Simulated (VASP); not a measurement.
# Ag (P6_3/mmc) in VASP: a series of runs

The runs below take Ag through single point, with PBEsol.

Everything below comes from runs of VASP 6.6.1. Logs are shortened: lines on timing, memory, paths and dates and some standing lists are left out, and cuts for length are marked.

**1. The crystal as given**

It takes space group P6_3/mmc (No. 194, hexagonal). Conventional cell: a = 2.877 Å, b = 2.877 Å, c = 4.665 Å, α = 90.00°, β = 90.00°, γ = 120.00°. Ag (site symmetry -6m2) has 12 Ag at 2.86 to 2.88 Å as nearest neighbours.

This isn't the form of Ag at room conditions, which is fcc.

**2. Single point, PBEsol**

File INCAR:

```
SYSTEM = Ag
PREC = Accurate ; ENCUT = 520
EDIFF = 1E-6 ; ISMEAR = -1
SIGMA = 0.1 ; LREAL = .False.
LASPH = .True. ; NELM = 100
ALGO = Fast ; ISIF = 2
LWAVE = .False. ; LCHARG = .True.
GGA = PS ; LELF = .True.
LVHAR = .True. ; NBANDS = 18
```

File KPOINTS:

```
Automatic mesh
0
Gamma
  21 21 11
  0 0 0
```

File POSCAR:

```
Ag
1.0
    2.8767343382      0.0000000000      0.0000000000
   -1.4383671691      2.4913250168      0.0000000000
    0.0000000000      0.0000000000      4.6650358030
Ag
2
Direct
    0.3333333333      0.6666666667      0.2500000000
    0.6666666667      0.3333333333      0.7500000000
```

Potentials or basis: VASP PAW PBE potentials, release 64 (Ag).

On the command line:

```console
cat potpaw_PBE.64/Ag/POTCAR > POTCAR
mpirun -np 1 vasp_std > vasp.out
```

OUTCAR:

```text
SYSTEM = Ag
   PREC = Accurate
   ENCUT = 520
   EDIFF = 1E-6
   ISMEAR = -1
   LREAL = .False.
   LASPH = .True.
   NELM = 100
   ISIF = 2
   GGA = PS

 ion  position               nearest neighbor table
   1  0.333  0.667  0.250-   2 2.86   2 2.86   2 2.86   2 2.86   2 2.86   2 2.86
   2  0.667  0.333  0.750-   1 2.86   1 2.86   1 2.86   1 2.86   1 2.86   1 2.86

  LATTYP: Found a hexagonal cell.
 ALAT       =     2.8767343382
 C/A-ratio  =     1.6216428959

  Lattice vectors:

 A1 = (   2.8767343382,   0.0000000000,   0.0000000000)
 A2 = (  -1.4383671691,   2.4913250168,   0.0000000000)
 A3 = (   0.0000000000,   0.0000000000,   4.6650358030)

Analysis of symmetry for initial positions (statically):
=====================================================================
 Subroutine PRICEL returns:
 Original cell was already a primitive cell.

 Routine SETGRP: Setting up the symmetry group for a
 hexagonal supercell.

 Subroutine GETGRP returns: Found 24 space group operations
 (whereof 12 operations were pure point group operations)
 out of a pool of 24 trial point group operations.

The static configuration has the point symmetry D_3d.
 The point group associated with its full space group is D_6h.

Analysis of symmetry for dynamics (positions and initial velocities):
=====================================================================
 Subroutine PRICEL returns:
 Original cell was already a primitive cell.

 Routine SETGRP: Setting up the symmetry group for a
 hexagonal supercell.

 Subroutine GETGRP returns: Found 24 space group operations
 (whereof 12 operations were pure point group operations)
 out of a pool of 24 trial point group operations.

The dynamic configuration has the point symmetry D_3d.
 The point group associated with its full space group is D_6h.

 Subroutine INISYM returns: Found 24 space group operations
 (whereof 12 operations are pure point group operations),
 and found     1 'primitive' translations

----------------------------------------------------------------------------------------

                                     Primitive cell

  volume of cell :      33.4338

  direct lattice vectors                    reciprocal lattice vectors
     2.876734338  0.000000000  0.000000000     0.347616388  0.200696415  0.000000000
    -1.438367169  2.491325017  0.000000000     0.000000000  0.401392830  0.000000000
     0.000000000  0.000000000  4.665035803     0.000000000  0.000000000  0.214360627

  length of vectors
     2.876734338  2.876734338  4.665035803     0.401392830  0.401392830  0.214360627

  position of ions in fractional coordinates (direct lattice)
     0.333333333  0.666666667  0.250000000
     0.666666667  0.333333333  0.750000000

  ion indices of the primitive-cell ions
   primitive index   ion index
                 1           1
                 2           2

----------------------------------------------------------------------------------------

 KPOINTS: Automatic mesh

Automatic generation of k-mesh.
 Grid dimensions read from file:
 generate k-points for:   21   21   11

 Generating k-lattice:

  Cartesian coordinates                     Fractional coordinates (reciprocal lattice)
     0.016553161  0.009556972  0.000000000     0.047619048  0.000000000  0.000000000
     0.000000000  0.019113944  0.000000000     0.000000000  0.047619048  0.000000000
     0.000000000  0.000000000  0.019487330     0.000000000  0.000000000  0.090909091

  Length of vectors
     0.019113944  0.019113944  0.019487330

  Shift w.r.t. Gamma in fractional coordinates (k-lattice)
     0.000000000  0.000000000  0.000000000

 Subroutine IBZKPT returns following result:
 ===========================================

 Found    288 irreducible k-points:

 Following reciprocal coordinates:
            Coordinates               Weight
  0.000000  0.000000  0.000000      1.000000
  0.047619  0.000000  0.000000      6.000000
  0.095238  0.000000  0.000000      6.000000
  0.142857  0.000000  0.000000      6.000000
  0.190476  0.000000  0.000000      6.000000
  0.238095  0.000000  0.000000      6.000000
[... 16 lines left out ...]
  0.142857  0.095238  0.000000     12.000000
  0.190476  0.095238  0.000000     12.000000
 [... further k-points ...]
   k-points           NKPTS =    288   k-points in BZ     NKDIM =    288   number of bands    NBANDS=     18
   number of dos      NEDOS =    301   number of ions     NIONS =      2
   total plane-waves  NPLWV =  20736
   dimension x,y,z NGX =    24 NGY =   24 NGZ =   36
   dimension x,y,z NGXF=    48 NGYF=   48 NGZF=   72
   ions per type =               2
   NGX,Y,Z   is equivalent  to a cutoff of  13.87, 13.87, 12.83 a.u.
   NGXF,Y,Z  is equivalent  to a cutoff of  27.74, 27.74, 25.66 a.u.
 SYSTEM =  Ag
   PREC   = accura    normal or accurate (medium, high low for compatibility)
   ISTART =      0    job   : 0-new  1-cont  2-samecut
   ICHARG =      2    charge: 1-file 2-atom 10-const
   ISPIN  =      1    spin polarized calculation?
   LNONCOLLINEAR =      F non collinear calculations
   LSORBIT =      F    spin-orbit coupling
   LASPH  =      T    aspherical Exc in radial PAW
   ENCUT  =  520.0 eV  38.22 Ry    6.18 a.u.   5.35  5.35  8.67*2*pi/ulx,y,z
   NELM   =    100;   NELMIN=  2; NELMDL= -5     # of ELM steps
   EDIFF  = 0.1E-05   stopping-criterion for ELM
   LREAL  =      F    real-space projection
   EDIFFG = 0.1E-04   stopping-criterion for IOM
   NSW    =      0    number of steps for IOM
   IBRION =     -1    ionic relax: 0-MD 1-quasi-New 2-CG
   NFREE  =      0    steps in history (QN), initial steepest desc. (CG)
   ISIF   =      2    stress and relaxation
   ISYM   =      2    0-nonsym 1-usesym 2-fastsym
   POTIM  = 0.5000    time-step for ionic-motion
   TEBEG  =    0.0;   TEEND  =   0.0 temperature during run
   PSTRESS=    0.0 pullay stress
   NELECT =      22.0000    total number of electrons
   NUPDOWN=      -1.0000    fix difference up-down
   EMIN   =  10.00;   EMAX   =-10.00  energy-range for DOS
   EFERMI =   0.00;   METHOD = LEGACY
   ISMEAR =    -1;   SIGMA  =   0.10  broadening in eV -4-tet -1-fermi 0-gaus
   EFERMI_NEDOS =   21; number of points for ismear=-14 and -15
   IALGO  =     68    algorithm
   IMIX   =      4    mixing-type and parameters
     AMIX     =   0.40;   BMIX     =  1.00
     AMIX_MAG =   1.60;   BMIX_MAG =  1.00
  volume/ion in A,a.u.               =      16.72       112.81
  Fermi-wavevector in a.u.,A,eV,Ry     =   1.423926  2.690830 27.586691  2.027565
  Thomas-Fermi vector in A             =   2.544471
   LORBIT       =      0    0 simple, 1 ext, 2 COOP (PROOUT), +10 PAW based schemes
   GGA     = PS    functional components
   LHFCALC =     F    Hartree Fock is set to
   AEXX    =    0.0000 exact exchange contribution
   IVDW    =     0    specifies the selected vdW correction
   LEPSILON=     F    determine dielectric tensor
   LRPA    =     F    only Hartree local field effects (RPA)
 non-spin polarized calculation
 RMM-DIIS sequential band-by-band and
  energy-cutoff  :      520.00
  volume of cell :       33.43
 maximum number of plane-waves:       923
 NGX is ok and might be reduce to    24
   NGX = 11   NGY = 11   NGZ = 17

 number of electron      21.9999997 magnetization

 Free energy of the ion-electron system (eV)
  ---------------------------------------------------
  ext. energy  EPLUGINS =         0.00000000
  ---------------------------------------------------
  free energy    TOTEN  =        -6.61325279 eV

  energy without entropy =       -6.59270032  energy(sigma->0) =       -6.60297656

 E-fermi :   8.5310     XC(G=0): -12.5296

 val. band max:        8.5205516388   @ k =   0.3810   0.1429   0.0000
 cond. band min:       8.5501915234   @ k =   0.4762   0.0000   0.3636
 fundamental gap:      0.0296398847
 Fermi energy:         8.5310498509

 k-point     1 :       0.0000    0.0000    0.0000
  band No.  band energies     occupation
      1       0.5307      2.00000
      2       1.9932      2.00000
      3       3.6914      2.00000
      4       3.7569      2.00000
      5       3.7569      2.00000
      6       4.0138      2.00000
[... 10 lines left out ...]
     17      26.8560      0.00000
     18      26.8560      0.00000

 k-point     2 :       0.0476    0.0000    0.0000
  band No.  band energies     occupation
      1       0.5946      2.00000
      2       2.0314      2.00000
      3       3.6242      2.00000
      4       3.7915      2.00000
      5       3.8208      2.00000
      6       3.9999      2.00000
[... 10 lines left out ...]
     17      26.3225      0.00000
     18      27.0236      0.00000

 k-point     3 :       0.0952    0.0000    0.0000
  band No.  band energies     occupation
      1       0.7826      2.00000
      2       2.1384      2.00000
      3       3.5220      2.00000
      4       3.8937      2.00000
      5       3.9032      2.00000
      6       3.9809      2.00000
[... 10 lines left out ...]
     17      26.4803      0.00000
     18      27.3522      0.00000

 k-point     4 :       0.1429    0.0000    0.0000
  band No.  band energies     occupation
      1       1.0815      2.00000
      2       2.2888      2.00000
      3       3.4183      2.00000
      4       3.8793      2.00000
      5       4.0101      2.00000
      6       4.0577      2.00000
[... 375 lines left out ...]
      4       3.8848      2.00000
      5       3.9358      2.00000
      6       4.0565      2.00000
[... 10 lines left out ...]
     17      26.4605      0.00000
     18      26.6488      0.00000

 k-point    23 :       0.1429    0.0952    0.0000
  band No.  band energies     occupation
      1       1.6275      2.00000
      2       2.5238      2.00000
      3       3.2424      2.00000
      4       3.6494      2.00000
      5       3.8477      2.00000
      6       3.9469      2.00000
[... 10 lines left out ...]
     17      26.2967      0.00000
     18      26.3992      0.00000

 k-point    24 :       0.1905    0.0952    0.0000
  band No.  band energies     occupation
      1       2.0230      2.00000
      2       2.5975      2.00000
      3       3.2368      2.00000
      4       3.3433      2.00000
      5       3.8440      2.00000
      6       3.8487      2.00000
[... 10 lines left out ...]
     17      25.4244      0.00000
     18      25.8371      0.00000

 [... further k-points ...]

------------------------ aborting loop because EDIFF is reached ----------------------------------------

  FORCE on cell =-STRESS in cart. coord.  units (eV):
  Direction    XX          YY          ZZ          XY          YZ          ZX
  --------------------------------------------------------------------------------------
  -------------------------------------------------------------------------------------
  Total       -0.2141210     -0.2141210      0.1317759      0.0000000      0.0000000      0.0000000
  in kB      -10.2608838    -10.2608838      6.3148260      0.0000000      0.0000000      0.0000000
  external PRESSURE =      -4.7356472 kB  Pullay stress =       0.0000000 kB

 VOLUME and BASIS-vectors are now :
 -----------------------------------------------------------------------------
  energy-cutoff  :      520.00
  volume of cell :       33.43
      direct lattice vectors                 reciprocal lattice vectors
     2.876734338  0.000000000  0.000000000     0.347616388  0.200696415  0.000000000
    -1.438367169  2.491325017  0.000000000     0.000000000  0.401392830  0.000000000
     0.000000000  0.000000000  4.665035803     0.000000000  0.000000000  0.214360627

 POSITION                                       TOTAL-FORCE (eV/Angst)
 -----------------------------------------------------------------------------------
     -0.00000      1.66088      1.16626        -0.000000      0.000000     -0.000000
      1.43837      0.83044      3.49878         0.000000      0.000000      0.000000
 -----------------------------------------------------------------------------------
    total drift:                               -0.000000      0.000000     -0.000000

  FREE ENERGIE OF THE ION-ELECTRON SYSTEM (eV)
  ---------------------------------------------------
  free  energy   TOTEN  =        -6.6132527897 eV

  energy  without entropy=       -6.5927003235  energy(sigma->0) =       -6.60297656
```

Run time: 2 min. Hardware: 1 thread of Intel Xeon Platinum 8259CL at 2.50GHz (Skylake/Cascade Lake), shared host; peak memory 0.26 GiB.

What came out:

```yaml
Free_energy: -6.6133 eV
Pressure: -0.5 GPa
Band_gap_on_the_k_mesh: none (metal or under the smearing width)
```

Levels at points of the mesh, in eV from the Fermi level:
```
           k point  band 8  band 9  band 10  band 11  band 12  band 13  band 14  band 15
(0.00, 0.00, 0.00)   -4.18   -4.18    -3.10    -3.10    -0.48     3.76    15.59    17.73
```

Caveat: the PAW data sets were made with another functional, which shifts forces and pressure a little.

(Part 1 of 2 ends here.)
